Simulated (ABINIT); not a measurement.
Runs of ABINIT 10.8.3 (patched build) on V. It takes space group Im-3m (No. 229, cubic). The conventional cell has a = 3.029 Å, b = 3.029 Å, c = 3.029 Å, α = 90.00°, β = 90.00°, γ = 90.00°. V (site symmetry m-3m) has 8 V at 2.62 Å as nearest neighbours. 

| task | level | potentials or basis | k mesh | cutoff (eV) | fine-grid cutoff | mesh quality | gap on the mesh (eV) | pressure (GPa) | moment (μB) |
| --- | --- | --- | --- | --- | --- | --- | --- | --- | --- |
| band structure | SOGGA | JTH PAW PBE v2.0 | 12 × 12 × 12 | 408 | 816.342 eV | not flagged | none | -12.0 | 0.00 |
| band structure | LDA-PZ | JTH PAW LDA v2.0 | 12 × 12 × 12 | 408 | 816.342 eV | not flagged | none | -17.0 | 0.00 |
| single point | r2SCAN | JTH PAW PBE v2.0 | 10 × 10 × 10 | 490 | 979.61 eV | not flagged | none | (c) | 0.00 |
| single point | PBEsol | JTH PAW PBE v2.0 | 10 × 10 × 10 | 408 | 816.342 eV | not flagged | none | -10.6 | 0.00 |
| single point | PBE | JTH PAW PBE v2.0 | 7 × 7 × 7 | 408 | 816.342 eV | coarse | none | -4.6 | 0.00 |
| single point | PBE | JTH PAW PBE v2.0 | 5 × 5 × 5 | 408 | 816.342 eV | coarse | none | -3.2 | 0.24 |
| single point | LDA | JTH PAW LDA v2.0 | 5 × 5 × 5 | 408 | 816.342 eV | coarse | none | (b) | (a) |

Alike in all rows: spin collinear, ferromagnetic start; cell as given; smearing fermi-dirac 0.05 eV.

Q: Estimate the missing entries.

A: (a) 0.18; (b) -15.3; (c) -6.6.

Caveats: some runs use coarse meshes; the PAW data sets were made with another functional, which shifts forces and pressure a little (some runs); so large a pressure means that the cell lies far from this level's equilibrium, or that cutoff or potentials fall short (some runs).

A gap of «none» marks a metal or a gap under the smearing width.
